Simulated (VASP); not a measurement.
# SiC (Moissanite 3C) (F-43m) in VASP: a series of runs

One crystal, SiC (Moissanite 3C), is run at these levels: PBE, LDA; tasks: band structure.

Program: VASP 6.6.1. These are calculated values, not measurements. Logs are shortened: lines on timing, memory, paths and dates and some standing lists are left out, and cuts for length are marked.

**Measured values to compare with.**

“Insight into the structural, elastic and electronic properties of a new orthorhombic 6O-SiC polytype”, 2020, pmc:7200658 quotes, for a bulk crystal of SiC: band gap 2.4 eV (indirect).

The runs below are set against these values where they give the same quantity.

## (1) Starting point

Symmetry: F-43m, No. 216, cubic system. Conventional cell: a = 4.358 Å, b = 4.358 Å, c = 4.358 Å, α = 90.00°, β = 90.00°, γ = 90.00°. Si (site symmetry -43m) is surrounded by 4 C at 1.89 Å. Around C (site symmetry -43m) lie 4 Si at 1.89 Å.

## (2) Band structure, PBE

Contents of INCAR:

```
  PREC = Accurate
  ENCUT = 520
  EDIFF = 1E-6
  ISMEAR = -1
  SIGMA = 0.05
  LREAL = F
  LASPH = T
  NELM = 80
  ALGO = Normal
  ISIF = 2
  LWAVE = F
  LCHARG = F
  GGA = PE
```

Contents of KPOINTS:

```
regular mesh
0
Gamma
  10 10 10
```

Contents of POSCAR:

```
SiC
1.0
    0.0000000000      2.1790000000      2.1790000000
    2.1790000000      0.0000000000      2.1790000000
    2.1790000000      2.1790000000      0.0000000000
Si C
1 1
Direct
    0.0000000000      0.0000000000      0.0000000000
    0.7500000000      0.7500000000      0.7500000000
```

Contents of KPOINTS_OPT:

```
path GXWKGLUWLK,UX
20
line-mode
reciprocal
 0.0000000000  0.0000000000  0.0000000000  G
 0.5000000000  0.0000000000  0.5000000000  X

 0.5000000000  0.0000000000  0.5000000000  X
 0.5000000000  0.2500000000  0.7500000000  W

 0.5000000000  0.2500000000  0.7500000000  W
 0.3750000000  0.3750000000  0.7500000000  K

 0.3750000000  0.3750000000  0.7500000000  K
 0.0000000000  0.0000000000  0.0000000000  G

 0.0000000000  0.0000000000  0.0000000000  G
 0.5000000000  0.5000000000  0.5000000000  L

 0.5000000000  0.5000000000  0.5000000000  L
 0.6250000000  0.2500000000  0.6250000000  U

 0.6250000000  0.2500000000  0.6250000000  U
 0.5000000000  0.2500000000  0.7500000000  W

 0.5000000000  0.2500000000  0.7500000000  W
 0.5000000000  0.5000000000  0.5000000000  L

 0.5000000000  0.5000000000  0.5000000000  L
 0.3750000000  0.3750000000  0.7500000000  K

 0.6250000000  0.2500000000  0.6250000000  U
 0.5000000000  0.0000000000  0.5000000000  X
```

Potentials or basis: VASP PAW PBE potentials, release 64 (Si, C).

Started as:

```sh
$ cat potpaw_PBE.64/Si/POTCAR potpaw_PBE.64/C/POTCAR > POTCAR
$ mpirun -np 1 vasp_std > vasp.out
```

OUTCAR:

```text
PREC = Accurate
   ENCUT = 520
   EDIFF = 1E-6
   ISMEAR = -1
   LREAL = F
   LASPH = T
   NELM = 80
   ISIF = 2
   GGA = PE

 ion  position               nearest neighbor table
   1  0.000  0.000  0.000-   2 1.89   2 1.89   2 1.89   2 1.89
   2  0.750  0.750  0.750-   1 1.89   1 1.89   1 1.89   1 1.89

  LATTYP: Found a face centered cubic cell.
 ALAT       =     4.3580000000

  Lattice vectors:

 A1 = (   0.0000000000,   2.1790000000,   2.1790000000)
 A2 = (   2.1790000000,   0.0000000000,   2.1790000000)
 A3 = (   2.1790000000,   2.1790000000,   0.0000000000)

Analysis of symmetry for initial positions (statically):
=====================================================================
 Subroutine PRICEL returns:
 Original cell was already a primitive cell.

 Routine SETGRP: Setting up the symmetry group for a
 face centered cubic supercell.

 Subroutine GETGRP returns: Found 24 space group operations
 (whereof 24 operations were pure point group operations)
 out of a pool of 48 trial point group operations.

The static configuration has the point symmetry T_d .

Analysis of symmetry for dynamics (positions and initial velocities):
=====================================================================
 Subroutine PRICEL returns:
 Original cell was already a primitive cell.

 Routine SETGRP: Setting up the symmetry group for a
 face centered cubic supercell.

 Subroutine GETGRP returns: Found 24 space group operations
 (whereof 24 operations were pure point group operations)
 out of a pool of 48 trial point group operations.

The dynamic configuration has the point symmetry T_d .

 Subroutine INISYM returns: Found 24 space group operations
 (whereof 24 operations are pure point group operations),
 and found     1 'primitive' translations

----------------------------------------------------------------------------------------

                                     Primitive cell

  volume of cell :      20.6920

  direct lattice vectors                    reciprocal lattice vectors
     0.000000000  2.179000000  2.179000000    -0.229463056  0.229463056  0.229463056
     2.179000000  0.000000000  2.179000000     0.229463056 -0.229463056  0.229463056
     2.179000000  2.179000000  0.000000000     0.229463056  0.229463056 -0.229463056

[... 83 lines left out ...]
   EDIFF  = 0.1E-05   stopping-criterion for ELM
   LREAL  =      F    real-space projection
   EDIFFG = 0.1E-04   stopping-criterion for IOM
   NSW    =      0    number of steps for IOM
   IBRION =     -1    ionic relax: 0-MD 1-quasi-New 2-CG
   NFREE  =      0    steps in history (QN), initial steepest desc. (CG)
   ISIF   =      2    stress and relaxation
   ISYM   =      2    0-nonsym 1-usesym 2-fastsym
   POTIM  = 0.5000    time-step for ionic-motion
   TEBEG  =    0.0;   TEEND  =   0.0 temperature during run
   PSTRESS=    0.0 pullay stress
   NELECT =       8.0000    total number of electrons
   NUPDOWN=      -1.0000    fix difference up-down
   EMIN   =  10.00;   EMAX   =-10.00  energy-range for DOS
   EFERMI =   0.00;   METHOD = LEGACY
   ISMEAR =    -1;   SIGMA  =   0.05  broadening in eV -4-tet -1-fermi 0-gaus
   EFERMI_NEDOS =   21; number of points for ismear=-14 and -15
   IALGO  =     38    algorithm
   IMIX   =      4    mixing-type and parameters
     AMIX     =   0.40;   BMIX     =  1.00
     AMIX_MAG =   1.60;   BMIX_MAG =  1.00
  volume/ion in A,a.u.               =      10.35        69.82
  Fermi-wavevector in a.u.,A,eV,Ry     =   1.192626  2.253736 19.352338  1.422357
  Thomas-Fermi vector in A             =   2.328660
   LORBIT       =      0    0 simple, 1 ext, 2 COOP (PROOUT), +10 PAW based schemes
   GGA     = PE    functional components
   LHFCALC =     F    Hartree Fock is set to
   AEXX    =    0.0000 exact exchange contribution
   IVDW    =     0    specifies the selected vdW correction
   LEPSILON=     F    determine dielectric tensor
   LRPA    =     F    only Hartree local field effects (RPA)
 non-spin polarized calculation
  energy-cutoff  :      520.00
  volume of cell :       20.69
 maximum number of plane-waves:       568
   NGX = 11   NGY = 11   NGZ = 11

 number of electron       8.0000001 magnetization

 Free energy of the ion-electron system (eV)
  ---------------------------------------------------
  ext. energy  EPLUGINS =         0.00000000
  ---------------------------------------------------
  free energy    TOTEN  =       -15.05771938 eV

  energy without entropy =      -15.05771936  energy(sigma->0) =      -15.05771937

 E-fermi :   8.8046     XC(G=0): -11.3562

 val. band max:        8.1067932762   @ k =   0.0000   0.0000   0.0000
 cond. band min:       9.4638713226   @ k =   0.5000   0.5000   0.0000
 fundamental gap:      1.3570780465
 Fermi energy:         8.8046120279

 k-point     1 :       0.0000    0.0000    0.0000
  band No.  band energies     occupation
      1      -7.2964      2.00000
      2       8.1068      2.00000
      3       8.1068      2.00000
      4       8.1068      2.00000
      5      14.3408      0.00000
      6      15.4143      0.00000
      7      15.4143      0.00000
      8      15.4143      0.00000
[... 243 lines left out ...]
 k-point    24 :       0.4000    0.3000    0.0000
  band No.  band energies     occupation
      1      -4.1554      2.00000
      2       2.5269      2.00000
      3       4.9558      2.00000
      4       5.4824      2.00000
      5      10.9768      0.00000
      6      13.7315      0.00000
      7      19.7291      0.00000
      8      20.0393      0.00000

 [... further k-points ...]

------------------------ aborting loop because EDIFF is reached ----------------------------------------

  FORCE on cell =-STRESS in cart. coord.  units (eV):
  Direction    XX          YY          ZZ          XY          YZ          ZX
  --------------------------------------------------------------------------------------
  -------------------------------------------------------------------------------------
  Total        0.4158413      0.4158413      0.4158413      0.0000000      0.0000000      0.0000000
  in kB       32.1985658     32.1985658     32.1985658      0.0000000      0.0000000      0.0000000
  external PRESSURE =      32.1985658 kB  Pullay stress =       0.0000000 kB

 VOLUME and BASIS-vectors are now :
 -----------------------------------------------------------------------------
  energy-cutoff  :      520.00
  volume of cell :       20.69
      direct lattice vectors                 reciprocal lattice vectors
     0.000000000  2.179000000  2.179000000    -0.229463056  0.229463056  0.229463056
     2.179000000  0.000000000  2.179000000     0.229463056 -0.229463056  0.229463056
     2.179000000  2.179000000  0.000000000     0.229463056  0.229463056 -0.229463056

 POSITION                                       TOTAL-FORCE (eV/Angst)
 -----------------------------------------------------------------------------------
      0.00000      0.00000      0.00000        -0.000000     -0.000000     -0.000000
      3.26850      3.26850      3.26850         0.000000      0.000000      0.000000
 -----------------------------------------------------------------------------------
    total drift:                               -0.000000     -0.000000     -0.000000

  FREE ENERGIE OF THE ION-ELECTRON SYSTEM (eV)
  ---------------------------------------------------
  free  energy   TOTEN  =       -15.0577193818 eV

  energy  without entropy=      -15.0577193648  energy(sigma->0) =      -15.05771937
```

OSZICAR:

```text
N       E                     dE             d eps       ncg     rms          rms(c)
DAV:   1     0.495787825690E+01    0.49579E+01   -0.39716E+03   776   0.823E+02
DAV:   2    -0.165109457087E+02   -0.21469E+02   -0.20194E+02  1072   0.108E+02
DAV:   3    -0.169114048502E+02   -0.40046E+00   -0.40046E+00   856   0.184E+01
[... 34 lines left out ...]
DAV:   3     0.727188684939E+03   -0.14872E+02      920
DAV:   4     0.727144805637E+03   -0.43879E-01     1160
DAV:   5     0.727144759915E+03   -0.45723E-04      928
DAV:   6     0.727144759884E+03   -0.30874E-07     1104
       N       E                     dE             ncg
DAV:   1     0.126415545116E+05   -0.39357E+04      192
DAV:   2     0.124535757977E+05   -0.18798E+03      304
DAV:   3     0.124516479354E+05   -0.19279E+01      200
DAV:   4     0.124516417011E+05   -0.62343E-02      384
DAV:   5     0.124516417010E+05   -0.83486E-07      208
```

It took 24 s on 1 thread of Intel Xeon Platinum 8375C at 2.90GHz (Ice Lake), shared host; peak memory 0.14 GiB.

Results:

```
Free energy             : -15.0577 eV
Pressure                : 3.2 GPa
Band gap on the k mesh  : 1.36 eV, indirect (least direct gap 4.54 eV)
Band gap along the path : 1.36 eV, indirect (least direct gap 4.54 eV)
```

Levels at the corners of the path, in eV from the valence-band top:
```csv
point,band 1,band 2,band 3,band 4,band 5,band 6,band 7,band 8
Γ,-15.40,0.00,0.00,0.00,6.23,7.31,7.31,7.31
X,-10.39,-7.79,-3.18,-3.18,1.36,4.32,14.04,14.04
X,-10.39,-7.79,-3.18,-3.18,1.36,4.32,14.04,14.04
W,-10.16,-7.02,-4.99,-4.69,5.21,9.45,9.46,9.77
W,-10.16,-7.02,-4.99,-4.69,5.21,9.45,9.46,9.77
K,-10.39,-7.27,-5.54,-2.59,3.11,7.77,11.85,12.46
K,-10.39,-7.27,-5.54,-2.59,3.11,7.77,11.85,12.46
Γ,-15.40,0.00,0.00,0.00,6.23,7.31,7.31,7.31
Γ,-15.40,0.00,0.00,0.00,6.23,7.31,7.31,7.31
L,-11.84,-8.53,-1.05,-1.05,5.43,7.23,7.23,10.05
L,-11.84,-8.53,-1.05,-1.05,5.43,7.23,7.23,10.05
U,-10.39,-7.27,-5.54,-2.59,3.11,7.77,11.85,12.46
U,-10.39,-7.27,-5.54,-2.59,3.11,7.77,11.85,12.46
W,-10.16,-7.02,-4.99,-4.69,5.21,9.45,9.46,9.77
W,-10.16,-7.02,-4.99,-4.69,5.21,9.45,9.46,9.77
L,-11.84,-8.53,-1.05,-1.05,5.43,7.23,7.23,10.05
L,-11.84,-8.53,-1.05,-1.05,5.43,7.23,7.23,10.05
K,-10.39,-7.27,-5.54,-2.59,3.11,7.77,11.85,12.46
U,-10.39,-7.27,-5.54,-2.59,3.11,7.77,11.85,12.47
X,-10.39,-7.79,-3.18,-3.18,1.36,4.32,14.04,14.06
```

(Continued in part 2 of 2.)
